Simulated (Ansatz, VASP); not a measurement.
# Al2O3: VASP beside Ansatz

```xyz
5
Lattice="5.0567 0.0000 0.0000 -2.5284 4.3793 0.0000 0.0000 0.0000 2.5284" Properties=species:S:1:pos:R:3 pbc="T T T"
Al    0.0000    2.9195    1.2642
Al    2.5284    1.4598    1.2642
O     2.5284    0.0000    0.0000
O    -1.2642    2.1896    0.0000
O     1.2642    2.1896    0.0000
```

Alike in both runs: functional PBE; k mesh 6 × 6 × 10; occupations gaussian, width 0.02 eV; no spin polarisation.

Ansatz relaxed the structure, and its values are those at the end. VASP's run is a single point on that final structure, the one shown.

```csv
,VASP,Ansatz
version,VASP 6.6.1,Ansatz 0.2.0
potentials or method,"VASP PAW PBE potentials, release 64 (Al, O)","scalar-relativistic, plane waves, PAW"
plane-wave cutoff (eV),520,420
valence electrons in the cell,24,24
```

VASP gave:

* gap on the k mesh at the Fermi level (eV): 3.57
* least direct gap on the mesh (eV): 4.19
* pressure (GPa): -0.1

Which values does Ansatz return?

gap on the k mesh at the Fermi level (eV): 3.58; least direct gap on the mesh (eV): 4.20; pressure (GPa): 0.0.

A k mesh can miss the band edges.
